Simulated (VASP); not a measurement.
Set up this calculation in VASP 6.6.1, as the native input.

- Task: relaxation of cell and atoms
- Functional: PBE
- Potentials or basis: VASP PAW PBE potentials, release 64 (Mg)
- Cutoff: 600 eV
- k mesh: 10 × 10 × 10
- Occupations: gaussian, width 0.1 eV
- Spin: no spin polarisation
- Dipole correction: no
- Further INCAR settings: ALGO = Normal; EDIFF = 1e-06; IBRION = 2; EDIFFG = -0.01; NSW = 100; ISIF = 3

The structure of Mg lies in POSCAR:

```
Mg
1.0
    4.3630858999      0.0000000000      0.0000000000
    0.0000000000      4.3630858999      0.0000000000
    0.0000000000      0.0000000000      4.3630858999
Mg
3
Direct
    0.0000000000      0.5000000000      0.5000000000
    0.5000000000      0.0000000000      0.5000000000
    0.5000000000      0.5000000000      0.0000000000
```

The cell was built by a generator and needn't be a form met in nature.

The cell isn't the ideal one: random cell by space group and Wyckoff sites (Pm-3m, No. 221).

One way to write it, as run:

INCAR

```
SYSTEM = Mg
PREC = Accurate
ENCUT = 600
EDIFF = 1E-6
ISMEAR = 0
SIGMA = 0.1
LREAL = .False.
LASPH = .True.
NELM = 60
ALGO = Normal
ISIF = 3
LWAVE = .False.
LCHARG = .False.
GGA = PE
IBRION = 2
NSW = 100
EDIFFG = -0.01
```

KPOINTS

```
Automatic mesh
0
Gamma
  10 10 10
  0 0 0
```

Potentials or basis: VASP PAW PBE potentials, release 64 (Mg).

The run is started by

```console
$ cat potpaw_PBE.64/Mg/POTCAR > POTCAR
$ mpirun -np 1 vasp_std > vasp.out
```

It gave:

| Item | Value |
| --- | --- |
| Relaxed volume | 28.15 Å³/atom |
| Relaxed cell | a = 4.387 Å, b = 4.387 Å, c = 4.387 Å, α = 90.00°, β = 90.00°, γ = 90.00° |
| Space group after relaxing (to 0.05 Å) | Pm-3m (No. 221) |
| Energy gained by relaxing | 0.5 meV/atom |
| Ionic steps | 3 |
| Pressure after relaxing | 0.0 GPa |

Run time: 25 s on 1 thread of Intel(R) Xeon(R) 6975P-C (Granite Rapids) (shared host), peak memory 0.22 GiB.
